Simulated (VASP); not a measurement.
# Ti (P6_3/mmc) in VASP: a series of runs

Runs on Ti. Level: PBE. Tasks: single point.

Everything below comes from runs of VASP 6.6.1. Logs are shortened: lines on timing, memory, paths and dates and some standing lists are left out, and cuts for length are marked.

**1. Starting point**

Symmetry: P6_3/mmc, No. 194, hexagonal system. The conventional cell has a = 2.950 Å, b = 2.950 Å, c = 4.680 Å, α = 90.00°, β = 90.00°, γ = 120.00°. Ti (site symmetry -6m2) is surrounded by 12 Ti at 2.89 to 2.95 Å.

**2. Single point, PBE**

The input, INCAR:

```
ALGO     = Normal         # electronic algorithm
EDIFF    = 1E-7           # SCF threshold, eV
ENCUT    = 520            # plane-wave cutoff, eV
GGA      = PE             # functional
ISIF     = 2              # what is computed and relaxed
ISMEAR   = 0              # smearing method
LASPH    = True           # aspherical terms in the spheres
LCHARG   = False          # write CHGCAR
LREAL    = False          # projectors in reciprocal space
LWAVE    = False          # write WAVECAR
NELM     = 60             # most SCF steps
PREC     = Accurate       # precision mode
SIGMA    = 0.1            # smearing width, eV
```

The input, KPOINTS:

```
k-points
0
Gamma
  6 6 2
```

The input, POSCAR:

```
Ti
1.0
    2.9500000000      0.0000000000      0.0000000000
   -1.4750000000      2.5547749400      0.0000000000
    0.0000000000      0.0000000000      4.6800000000
Ti
2
Direct
    0.3333333300      0.6666666700      0.2500000000
    0.6666666700      0.3333333300      0.7500000000
```

Potentials or basis: VASP PAW PBE potentials, release 64 (Ti_sv).

Command:

```bash
cat potpaw_PBE.64/Ti_sv/POTCAR > POTCAR
mpirun -np 1 vasp_std > vasp.out
```

OUTCAR:

```text
EDIFF = 1E-7
   ENCUT = 520
   GGA = PE
   ISIF = 2
   ISMEAR = 0
   LASPH = True
   LREAL = False
   NELM = 60
   PREC = Accurate

 ion  position               nearest neighbor table
   1  0.333  0.667  0.250-   2 2.89   2 2.89   2 2.89   2 2.89   2 2.89   2 2.89
   2  0.667  0.333  0.750-   1 2.89   1 2.89   1 2.89   1 2.89   1 2.89   1 2.89

  LATTYP: Found a hexagonal cell.
 ALAT       =     2.9500000000
 C/A-ratio  =     1.5864406780

  Lattice vectors:

 A1 = (   2.9500000000,   0.0000000000,   0.0000000000)
 A2 = (  -1.4750000000,   2.5547749400,   0.0000000000)
 A3 = (   0.0000000000,   0.0000000000,   4.6800000000)

Analysis of symmetry for initial positions (statically):
=====================================================================
 Subroutine PRICEL returns:
 Original cell was already a primitive cell.

 Routine SETGRP: Setting up the symmetry group for a
 hexagonal supercell.

 Subroutine GETGRP returns: Found 24 space group operations
 (whereof 12 operations were pure point group operations)
 out of a pool of 24 trial point group operations.

The static configuration has the point symmetry D_3d.
 The point group associated with its full space group is D_6h.

Analysis of symmetry for dynamics (positions and initial velocities):
=====================================================================
 Subroutine PRICEL returns:
 Original cell was already a primitive cell.

 Routine SETGRP: Setting up the symmetry group for a
 hexagonal supercell.

 Subroutine GETGRP returns: Found 24 space group operations
 (whereof 12 operations were pure point group operations)
 out of a pool of 24 trial point group operations.

The dynamic configuration has the point symmetry D_3d.
 The point group associated with its full space group is D_6h.

 Subroutine INISYM returns: Found 24 space group operations
 (whereof 12 operations are pure point group operations),
 and found     1 'primitive' translations

----------------------------------------------------------------------------------------

                                     Primitive cell

  volume of cell :      35.2712

  direct lattice vectors                    reciprocal lattice vectors
     2.950000000  0.000000000  0.000000000     0.338983051  0.195711956  0.000000000
    -1.475000000  2.554774940  0.000000000     0.000000000  0.391423911  0.000000000
     0.000000000  0.000000000  4.680000000     0.000000000  0.000000000  0.213675214

  length of vectors
     2.950000000  2.949999999  4.680000000     0.391423911  0.391423911  0.213675214

  position of ions in fractional coordinates (direct lattice)
     0.333333330  0.666666670  0.250000000
     0.666666670  0.333333330  0.750000000

  ion indices of the primitive-cell ions
   primitive index   ion index
                 1           1
                 2           2

----------------------------------------------------------------------------------------

 KPOINTS: k-points

Automatic generation of k-mesh.
 Grid dimensions read from file:
 generate k-points for:    6    6    2

 Generating k-lattice:

  Cartesian coordinates                     Fractional coordinates (reciprocal lattice)
     0.056497175  0.032618659  0.000000000     0.166666667 -0.000000000  0.000000000
     0.000000000  0.065237319  0.000000000     0.000000000  0.166666667  0.000000000
     0.000000000  0.000000000  0.106837607     0.000000000  0.000000000  0.500000000

  Length of vectors
     0.065237319  0.065237319  0.106837607

  Shift w.r.t. Gamma in fractional coordinates (k-lattice)
     0.000000000  0.000000000  0.000000000

 Subroutine IBZKPT returns following result:
 ===========================================

 Found     14 irreducible k-points:

 Following reciprocal coordinates:
            Coordinates               Weight
  0.000000  0.000000  0.000000      1.000000
  0.166667 -0.000000  0.000000      6.000000
  0.333333 -0.000000  0.000000      6.000000
  0.500000 -0.000000  0.000000      3.000000
  0.166667  0.166667  0.000000      6.000000
  0.333333  0.166667  0.000000     12.000000
  0.333333  0.333333  0.000000      2.000000
  0.000000  0.000000  0.500000      1.000000
  0.166667 -0.000000  0.500000      6.000000
  0.333333 -0.000000  0.500000      6.000000
  0.500000 -0.000000  0.500000      3.000000
  0.166667  0.166667  0.500000      6.000000
  0.333333  0.166667  0.500000     12.000000
  0.333333  0.333333  0.500000      2.000000
   k-points           NKPTS =     14   k-points in BZ     NKDIM =     14   number of bands    NBANDS=     16
   number of dos      NEDOS =    301   number of ions     NIONS =      2
   total plane-waves  NPLWV =  20736
   dimension x,y,z NGX =    24 NGY =   24 NGZ =   36
   dimension x,y,z NGXF=    48 NGYF=   48 NGZF=   72
   ions per type =               2
   NGX,Y,Z   is equivalent  to a cutoff of  13.53, 13.53, 12.79 a.u.
   NGXF,Y,Z  is equivalent  to a cutoff of  27.05, 27.05, 25.58 a.u.
 SYSTEM =  unknown system
   PREC   = accura    normal or accurate (medium, high low for compatibility)
   ISTART =      0    job   : 0-new  1-cont  2-samecut
   ICHARG =      2    charge: 1-file 2-atom 10-const
   ISPIN  =      1    spin polarized calculation?
   LNONCOLLINEAR =      F non collinear calculations
   LSORBIT =      F    spin-orbit coupling
   LASPH  =      T    aspherical Exc in radial PAW
   ENCUT  =  520.0 eV  38.22 Ry    6.18 a.u.   5.49  5.49  8.70*2*pi/ulx,y,z
   NELM   =     60;   NELMIN=  2; NELMDL= -5     # of ELM steps
   EDIFF  = 0.1E-06   stopping-criterion for ELM
   LREAL  =      F    real-space projection
   EDIFFG = 0.1E-05   stopping-criterion for IOM
   NSW    =      0    number of steps for IOM
   IBRION =     -1    ionic relax: 0-MD 1-quasi-New 2-CG
   NFREE  =      0    steps in history (QN), initial steepest desc. (CG)
   ISIF   =      2    stress and relaxation
   ISYM   =      2    0-nonsym 1-usesym 2-fastsym
   POTIM  = 0.5000    time-step for ionic-motion
   TEBEG  =    0.0;   TEEND  =   0.0 temperature during run
   PSTRESS=    0.0 pullay stress
   NELECT =      24.0000    total number of electrons
   NUPDOWN=      -1.0000    fix difference up-down
   EMIN   =  10.00;   EMAX   =-10.00  energy-range for DOS
   EFERMI =   0.00;   METHOD = LEGACY
   ISMEAR =     0;   SIGMA  =   0.10  broadening in eV -4-tet -1-fermi 0-gaus
   EFERMI_NEDOS =   21; number of points for ismear=-14 and -15
   IALGO  =     38    algorithm
   IMIX   =      4    mixing-type and parameters
     AMIX     =   0.40;   BMIX     =  1.00
     AMIX_MAG =   1.60;   BMIX_MAG =  1.00
  volume/ion in A,a.u.               =      17.64       119.01
  Fermi-wavevector in a.u.,A,eV,Ry     =   1.439920  2.721055 28.209912  2.073370
  Thomas-Fermi vector in A             =   2.558722
   LORBIT       =      0    0 simple, 1 ext, 2 COOP (PROOUT), +10 PAW based schemes
   GGA     = PE    functional components
   LHFCALC =     F    Hartree Fock is set to
   AEXX    =    0.0000 exact exchange contribution
   IVDW    =     0    specifies the selected vdW correction
   LEPSILON=     F    determine dielectric tensor
   LRPA    =     F    only Hartree local field effects (RPA)
 non-spin polarized calculation
 Gauss-broadening in eV      SIGMA  =   0.10
  energy-cutoff  :      520.00
  volume of cell :       35.27
 maximum number of plane-waves:       966
 NGX is ok and might be reduce to    24
   NGX = 11   NGY = 11   NGZ = 17

 number of electron      24.0000002 magnetization

 Free energy of the ion-electron system (eV)
  ---------------------------------------------------
  ext. energy  EPLUGINS =         0.00000000
  ---------------------------------------------------
  free energy    TOTEN  =       -15.59388013 eV

  energy without entropy =      -15.58137091  energy(sigma->0) =      -15.58762552

 E-fermi :   8.2200     XC(G=0): -11.4200

 val. band max:        8.1953785697   @ k =   0.1667  -0.0000   0.0000
 cond. band min:       8.2768980239   @ k =   0.0000   0.0000   0.5000
 fundamental gap:      0.0815194542
 Fermi energy:         8.2199972527

 k-point     1 :       0.0000    0.0000    0.0000
  band No.  band energies     occupation
      1     -48.6636      2.00000
      2     -48.5356      2.00000
      3     -25.2349      2.00000
      4     -24.6240      2.00000
      5     -24.6240      2.00000
      6     -24.5613      2.00000
[... 8 lines left out ...]
     15       9.4586      0.00000
     16       9.4586      0.00000

 k-point     2 :       0.1667   -0.0000    0.0000
  band No.  band energies     occupation
      1     -48.6392      2.00000
      2     -48.5263      2.00000
      3     -25.1790      2.00000
      4     -24.7354      2.00000
      5     -24.6602      2.00000
      6     -24.6423      2.00000
[... 8 lines left out ...]
     15       9.4836      0.00000
     16       9.4949      0.00000

 k-point     3 :       0.3333   -0.0000    0.0000
  band No.  band energies     occupation
      1     -48.5859      2.00000
      2     -48.5123      2.00000
      3     -25.0436      2.00000
      4     -24.9619      2.00000
      5     -24.8572      2.00000
      6     -24.7278      2.00000
[... 8 lines left out ...]
     15       9.0198      0.00000
     16      10.7527      0.00000

 k-point     4 :       0.5000   -0.0000    0.0000
  band No.  band energies     occupation
      1     -48.5529      2.00000
      2     -48.5113      2.00000
      3     -25.0759      2.00000
      4     -24.9595      2.00000
      5     -24.9435      2.00000
      6     -24.7601      2.00000
[... 8 lines left out ...]
     15       9.3496      0.00000
     16      11.4921      0.00000
[... 134 lines left out ...]
 k-point    12 :       0.1667    0.1667    0.5000
  band No.  band energies     occupation
      1     -48.5577      2.00000
      2     -48.5577      2.00000
      3     -24.9983      2.00000
      4     -24.9983      2.00000
      5     -24.7151      2.00000
      6     -24.7151      2.00000
[... 8 lines left out ...]
     15       9.6742      0.00000
     16       9.6742      0.00000

 k-point    13 :       0.3333    0.1667    0.5000
  band No.  band energies     occupation
      1     -48.5321      2.00000
      2     -48.5321      2.00000
      3     -25.0886      2.00000
      4     -25.0886      2.00000
      5     -24.7847      2.00000
      6     -24.7847      2.00000
[... 8 lines left out ...]
     15       9.8751      0.00000
     16       9.8751      0.00000

 k-point    14 :       0.3333    0.3333    0.5000
  band No.  band energies     occupation
      1     -48.5236      2.00000
      2     -48.5236      2.00000
      3     -25.0571      2.00000
      4     -25.0571      2.00000
      5     -24.8829      2.00000
      6     -24.8829      2.00000
[... 8 lines left out ...]
     15       9.8530      0.00000
     16       9.8530      0.00000

------------------------ aborting loop because EDIFF is reached ----------------------------------------

  FORCE on cell =-STRESS in cart. coord.  units (eV):
  Direction    XX          YY          ZZ          XY          YZ          ZX
  --------------------------------------------------------------------------------------
  -------------------------------------------------------------------------------------
  Total       -0.7407459     -0.7407459      0.2718533      0.0000000      0.0000000      0.0000000
  in kB      -33.6480070    -33.6480070     12.3487975      0.0000000      0.0000000      0.0000000
  external PRESSURE =     -18.3157388 kB  Pullay stress =       0.0000000 kB

 VOLUME and BASIS-vectors are now :
 -----------------------------------------------------------------------------
  energy-cutoff  :      520.00
  volume of cell :       35.27
      direct lattice vectors                 reciprocal lattice vectors
     2.950000000  0.000000000  0.000000000     0.338983051  0.195711956  0.000000000
    -1.475000000  2.554774940  0.000000000     0.000000000  0.391423911  0.000000000
     0.000000000  0.000000000  4.680000000     0.000000000  0.000000000  0.213675214

 POSITION                                       TOTAL-FORCE (eV/Angst)
 -----------------------------------------------------------------------------------
     -0.00000      1.70318      1.17000        -0.000000      0.000000      0.000000
      1.47500      0.85159      3.51000         0.000000     -0.000000      0.000000
 -----------------------------------------------------------------------------------
    total drift:                               -0.000009      0.000005     -0.000000

  FREE ENERGIE OF THE ION-ELECTRON SYSTEM (eV)
  ---------------------------------------------------
  free  energy   TOTEN  =       -15.5938801283 eV

  energy  without entropy=      -15.5813709079  energy(sigma->0) =      -15.58762552
```

Run time: 6.2 s. Hardware: 1 thread of AMD EPYC 9R45 (Zen 5), shared host; peak memory 0.12 GiB.

What came out:

```
Free energy            : -15.5939 eV
Pressure               : -1.8 GPa
Band gap on the k mesh : none (metal or under the smearing width)
```

Levels at points of the mesh, in eV from the Fermi level:
```
           k point  band 8  band 9  band 10  band 11  band 12  band 13  band 14  band 15  band 16
(0.00, 0.00, 0.00)  -32.75   -6.21    -2.68     0.67     0.75     0.75     0.85     1.24     1.24
(0.50, 0.00, 0.00)  -32.82   -2.35    -2.14    -1.83    -0.67     0.47     0.59     1.13     3.27
(0.00, 0.00, 0.50)  -32.80   -4.38    -4.38     0.06     0.06     0.66     0.66     0.66     0.66
(0.50, 0.00, 0.50)  -32.90   -2.53    -2.53    -0.82    -0.82     1.25     1.25     1.69     1.69
```

Caveat: the k mesh is coarse (spacing up to 0.67 Å⁻¹), so the values aren't converged.

**3. Single point, PBE**

INCAR is that of step 2.

The input, KPOINTS:

```
k-points
0
Gamma
  6 6 4
```

POSCAR is that of step 2.

Potentials or basis: VASP PAW PBE potentials, release 64 (Ti_sv).

Command:

```bash
cat potpaw_PBE.64/Ti_sv/POTCAR > POTCAR
mpirun -np 1 vasp_std > vasp.out
```

It took 8 s on 1 thread of AMD EPYC 9R45 (Zen 5), shared host; peak memory 0.12 GiB.

Results (log left out):

```yaml
Free_energy: -15.6599 eV
Pressure: -1.7 GPa
Band_gap_on_the_k_mesh: none (metal or under the smearing width)
```

Stress tensor (GPa, compression positive):
```
-1.97  0.00  0.00
 0.00 -1.97  0.00
 0.00  0.00 -1.25
```

Levels at points of the mesh, in eV from the Fermi level:
```
           k point  band 8  band 9  band 10  band 11  band 12  band 13  band 14  band 15  band 16
(0.00, 0.00, 0.00)  -32.81   -6.24    -2.72     0.65     0.70     0.70     0.80     1.19     1.19
(0.50, 0.00, 0.00)  -32.88   -2.39    -2.18    -1.87    -0.70     0.42     0.55     1.08     3.22
(0.00, 0.00, 0.50)  -32.86   -4.41    -4.41     0.01     0.01     0.61     0.61     0.61     0.61
(0.50, 0.00, 0.50)  -32.96   -2.57    -2.57    -0.86    -0.86     1.22     1.22     1.64     1.64
```

Caveat: the k mesh is coarse (spacing up to 0.41 Å⁻¹), so the values aren't converged.

**4. Single point, PBE**

INCAR is that of step 3.

The input, KPOINTS:

```
k-points
0
Gamma
  9 9 4
```

POSCAR is that of step 3.

Command:

```bash
cat potpaw_PBE.64/Ti_sv/POTCAR > POTCAR
mpirun -np 1 vasp_std > vasp.out
```

Run time: 12 s. Hardware: 1 thread of AMD EPYC 9R45 (Zen 5), shared host; peak memory 0.13 GiB.

Results (log left out):

```yaml
Free_energy: -15.6828 eV
Pressure: -1.9 GPa
Band_gap_on_the_k_mesh: none (metal or under the smearing width)
```

Stress tensor (GPa, compression positive):
```
-1.51  0.00  0.00
 0.00 -1.51  0.00
 0.00  0.00 -2.75
```

Levels at points of the mesh, in eV from the Fermi level:
```
           k point  band 9  band 10  band 11  band 12  band 13  band 14  band 15  band 16
(0.00, 0.00, 0.00)   -6.15    -2.63     0.74     0.79     0.79     0.89     1.28     1.28
(0.00, 0.00, 0.50)   -4.32    -4.32     0.10     0.10     0.70     0.70     0.70     0.70
```

**5. Overview**

```tsv
k mesh	mesh quality	gap on the mesh (eV)	pressure (GPa)
6 × 6 × 2	coarse	none	-1.8
6 × 6 × 4	coarse	none	-1.7
9 × 9 × 4	not flagged	none	-1.9
```

Alike in all rows: task single point; level PBE; potentials or basis VASP PAW PBE potentials, release 64 (Ti_sv); no spin polarisation; cell as given; cutoff (eV) 520; smearing gaussian 0.1 eV.

Caveats: some runs use coarse meshes.

Total energies depend on the potentials used, so only differences within one code and one set of settings carry meaning.
